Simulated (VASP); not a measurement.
# CoSi (P2_13) in VASP: a series of runs, part 2 of 2

VASP 6.6.1.

## (3) Single point, r2SCAN

This run uses another cell than the first one, of 10.31 Å³/atom, 0.942 times its volume.

Contents of POSCAR:

```
CoSi
1.0
    4.3535330836      0.0000000000      0.0000000000
    0.0000000000      4.3535330836      0.0000000000
    0.0000000000      0.0000000000      4.3535330836
Co Si
4 4
Direct
    0.1463132507      0.1463132507      0.1463132507
    0.3536867493      0.8536867493      0.6463132507
    0.6463132507      0.3536867493      0.8536867493
    0.8536867493      0.6463132507      0.3536867493
    0.8438433915      0.8438433915      0.8438433915
    0.6561566085      0.1561566085      0.3438433915
    0.3438433915      0.6561566085      0.1561566085
    0.1561566085      0.3438433915      0.6561566085
```

Contents of INCAR.step1:

```
PREC     = Accurate       # precision mode
ENCUT    = 520            # plane-wave cutoff, eV
ISMEAR   = 0              # smearing method
SIGMA    = 0.05           # smearing width, eV
LREAL    = F              # projectors in reciprocal space
LASPH    = T              # aspherical terms in the spheres
NELM     = 100            # most SCF steps
NBANDS   = 36             # bands
GGA      = PE             # functional
ALGO     = Normal         # electronic algorithm
EDIFF    = 1E-4           # SCF threshold, eV
LWAVE    = T              # write WAVECAR
LCHARG   = F              # write CHGCAR
```

Contents of INCAR.step2:

```
PREC     = Accurate       # precision mode
ENCUT    = 520            # plane-wave cutoff, eV
EDIFF    = 1E-6           # SCF threshold, eV
ISMEAR   = 0              # smearing method
SIGMA    = 0.05           # smearing width, eV
LREAL    = F              # projectors in reciprocal space
LASPH    = T              # aspherical terms in the spheres
NELM     = 100            # most SCF steps
ALGO     = Normal         # electronic algorithm
ISIF     = 2              # what is computed and relaxed
LWAVE    = F              # write WAVECAR
LCHARG   = F              # write CHGCAR
METAGGA  = R2SCAN         # meta-GGA
LMIXTAU  = T            
NBANDS   = 36             # bands
ISTART   = 1
```

Contents of KPOINTS:

```
Automatic mesh
0
Gamma
  8 8 8
```

Potentials or basis: VASP PAW PBE potentials, release 64 (Co, Si).

Command:

```sh
$ cat potpaw_PBE.64/Co/POTCAR potpaw_PBE.64/Si/POTCAR > POTCAR
$ cp INCAR.step1 INCAR
$ mpirun -np 1 vasp_std > vasp.out
$ cp INCAR.step2 INCAR
$ mpirun -np 1 vasp_std > vasp.out
```

OUTCAR:

```text
PREC = Accurate
   ENCUT = 520
   EDIFF = 1E-6
   ISMEAR = 0
   LREAL = F
   LASPH = T
   NELM = 100
   ISIF = 2
   METAGGA = R2SCAN
   ISTART = 1

 ion  position               nearest neighbor table
   1  0.146  0.146  0.146-   5 2.28   6 2.30   7 2.30   8 2.30   7 2.38   8 2.38   6 2.38   3 2.68
                             4 2.68   2 2.68   2 2.68   4 2.68   3 2.68
   2  0.354  0.854  0.646-   6 2.28   5 2.30   7 2.30   8 2.30   7 2.38   8 2.38   5 2.38   1 2.68
                             1 2.68   3 2.68   3 2.68   4 2.68   4 2.68
   3  0.646  0.354  0.854-   7 2.28   6 2.30   5 2.30   8 2.30   8 2.38   6 2.38   5 2.38   1 2.68
                             4 2.68   2 2.68   2 2.68   4 2.68   1 2.68
   4  0.854  0.646  0.354-   8 2.28   6 2.30   7 2.30   5 2.30   6 2.38   5 2.38   7 2.38   1 2.68
[... 1162 lines left out ...]

 VOLUME and BASIS-vectors are now :
 -----------------------------------------------------------------------------
  energy-cutoff  :      520.00
  volume of cell :       82.51
      direct lattice vectors                 reciprocal lattice vectors
     4.353533084  0.000000000  0.000000000     0.229698496  0.000000000  0.000000000
     0.000000000  4.353533084  0.000000000     0.000000000  0.229698496  0.000000000
     0.000000000  0.000000000  4.353533084     0.000000000  0.000000000  0.229698496

 POSITION                                       TOTAL-FORCE (eV/Angst)
 -----------------------------------------------------------------------------------
      0.63698      0.63698      0.63698         0.001317      0.001317      0.001317
      1.53979      3.71655      2.81375        -0.001317     -0.001317      0.001317
      2.81375      1.53979      3.71655         0.001317     -0.001317     -0.001317
      3.71655      2.81375      1.53979        -0.001317      0.001317     -0.001317
      3.67370      3.67370      3.67370         0.004168      0.004168      0.004168
      2.85660      0.67983      1.49693        -0.004168     -0.004168      0.004168
      1.49693      2.85660      0.67983         0.004168     -0.004168     -0.004168
      0.67983      1.49693      2.85660        -0.004168      0.004168     -0.004168
 -----------------------------------------------------------------------------------
    total drift:                                0.000000      0.000000      0.000000

  FREE ENERGIE OF THE ION-ELECTRON SYSTEM (eV)
  ---------------------------------------------------
  free  energy   TOTEN  =       -91.9357177481 eV

  energy  without entropy=      -91.9339817339  energy(sigma->0) =      -91.93484974
```

OUTCAR.step1:

```text
PREC = Accurate
   ENCUT = 520
   ISMEAR = 0
   LREAL = F
[... 1191 lines left out ...]
      3.67370      3.67370      3.67370        -0.000382     -0.000382     -0.000382
      2.85660      0.67983      1.49693         0.000382      0.000382     -0.000382
      1.49693      2.85660      0.67983        -0.000382      0.000382      0.000382
      0.67983      1.49693      2.85660         0.000382     -0.000382      0.000382
 -----------------------------------------------------------------------------------
    total drift:                                0.000000      0.000000      0.000000

  FREE ENERGIE OF THE ION-ELECTRON SYSTEM (eV)
  ---------------------------------------------------
  free  energy   TOTEN  =       -54.5783532042 eV

  energy  without entropy=      -54.5763062252  energy(sigma->0) =      -54.57732971
```

OSZICAR.step1:

```text
N       E                     dE             d eps       ncg     rms          rms(c)
DAV:   1     0.360014081598E+03    0.36001E+03   -0.22087E+04  3240   0.168E+03
DAV:   2    -0.300923218169E+02   -0.39011E+03   -0.37224E+03  3240   0.367E+02
DAV:   3    -0.593074332677E+02   -0.29215E+02   -0.27928E+02  3540   0.121E+02
DAV:   4    -0.604724679450E+02   -0.11650E+01   -0.11529E+01  4168   0.221E+01
DAV:   5    -0.605130648596E+02   -0.40597E-01   -0.40569E-01  4152   0.397E+00    0.292E+01
DAV:   6    -0.652424414938E+02   -0.47294E+01   -0.10430E+02  4228   0.131E+02    0.255E+01
DAV:   7    -0.545804861902E+02    0.10662E+02   -0.45228E+01  3728   0.956E+01    0.802E+00
DAV:   8    -0.546782816569E+02   -0.97795E-01   -0.36279E+00  3616   0.103E+01    0.294E+00
DAV:   9    -0.545831877555E+02    0.95094E-01   -0.22942E-01  4652   0.584E+00    0.963E-01
DAV:  10    -0.545794438555E+02    0.37439E-02   -0.18479E-02  4032   0.902E-01    0.321E-01
DAV:  11    -0.545784044285E+02    0.10394E-02   -0.20017E-03  4968   0.507E-01    0.103E-01
DAV:  12    -0.545783532042E+02    0.51224E-04   -0.21473E-04  2668   0.163E-01
   1 F= -.54578353E+02 E0= -.54577330E+02  d E =-.204698E-02
```

Run time: 2.2 min. Hardware: 1 thread of Intel Xeon 6975P-C (Granite Rapids), shared host; peak memory 0.25 GiB.

What came out:

* Free energy: -91.9357 eV
* Pressure: 5.3 GPa
* Largest force: 0.007 eV/Å
* Band gap on the k mesh: none (metal or under the smearing width)

Forces on the atoms (eV/Å):
```
Co   0.001  0.001  0.001
Co  -0.001 -0.001  0.001
Co   0.001 -0.001 -0.001
Co  -0.001  0.001 -0.001
Si   0.004  0.004  0.004
Si  -0.004 -0.004  0.004
Si   0.004 -0.004 -0.004
Si  -0.004  0.004 -0.004
```

Levels at points of the mesh, in eV from the Fermi level:
```
           k point  band 23  band 24  band 25  band 26  band 27  band 28  band 29  band 30
(0.00, 0.00, 0.00)    -0.91    -0.91    -0.01    -0.01    -0.01     2.96     2.96     2.96
(0.50, 0.00, 0.00)    -0.74    -0.74    -0.54    -0.54     1.11     1.11     1.78     1.78
(0.50, 0.50, 0.00)    -1.14    -1.14    -0.05    -0.05     0.70     0.70     2.37     2.37
(0.50, 0.50, 0.50)    -1.39    -1.39    -0.22    -0.22    -0.22    -0.22     6.24     6.24
```

Caveat: the PAW data sets were made with another functional, which shifts forces and pressure a little. Spin polarisation is off, so any magnetic state and its effect on volume and gap are missing.
